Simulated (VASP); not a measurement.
PbSe (Clausthalite): relaxation of the atoms with PBEsol

Crystal: PbSe (Clausthalite).

```
Pb Se
1.0
     0.00000    3.11185    3.11185
     3.11185    0.00000    3.11185
     3.11185    3.11185    0.00000
Pb Se
1 1
Direct
  0.00000 0.00000 0.00000
  0.50000 0.50000 0.50000
```

The cell isn't the ideal one: a relaxed cell with its volume scaled by 1.06.

```yaml
Program: VASP 6.6.1
Task: relaxation of the atoms
Functional: PBEsol
Potentials_or_basis: VASP PAW PBE potentials, release 64 (Pb_d, Se)
Cutoff: 600 eV
k_mesh: 8 × 8 × 8
Occupations: gaussian, width 0.03 eV
Spin: no spin polarisation
Further_INCAR_settings: ALGO = Fast; EDIFF = 1e-07; IBRION = 2; EDIFFG = -0.01; NSW = 40
```

* Pressure after relaxing: -2.8 GPa
* Band gap on the k mesh: 0.36 eV, direct

Final structure:
```
Pb Se
1.0
     0.00000    3.11185    3.11185
     3.11185    0.00000    3.11185
     3.11185    3.11185    0.00000
Pb Se
1 1
Cartesian
  0.0000 0.0000 0.0000
  3.1118 3.1118 3.1118
```

Levels at points of the mesh, in eV from the valence-band top:
| k point | band 7 | band 8 | band 9 | band 10 | band 11 | band 12 | band 13 | band 14 |
| --- | --- | --- | --- | --- | --- | --- | --- | --- |
| (0.00, 0.00, 0.00) | -6.37 | -1.61 | -1.61 | -1.61 | 4.60 | 4.60 | 4.60 | 6.59 |
| (0.50, 0.00, 0.00) | -8.53 | -1.23 | -1.23 | 0.00 | 0.36 | 1.79 | 1.79 | 8.39 |
| (0.50, 0.50, 0.00) | -7.29 | -4.58 | -2.90 | -2.90 | 3.82 | 5.43 | 5.43 | 5.83 |

It took 22 s on 1 thread of AMD EPYC 9R45 96-Core Processor (Zen 5), on a shared host, peak memory 0.19 GiB.

Caveat: the relaxation stopped at its first step, so nothing moved; the PAW data sets were made with another functional, which shifts forces and pressure a little; spin-orbit coupling is left out, which as a rule narrows the gap of such compounds by several tenths of an eV. A k mesh can miss the band edges.
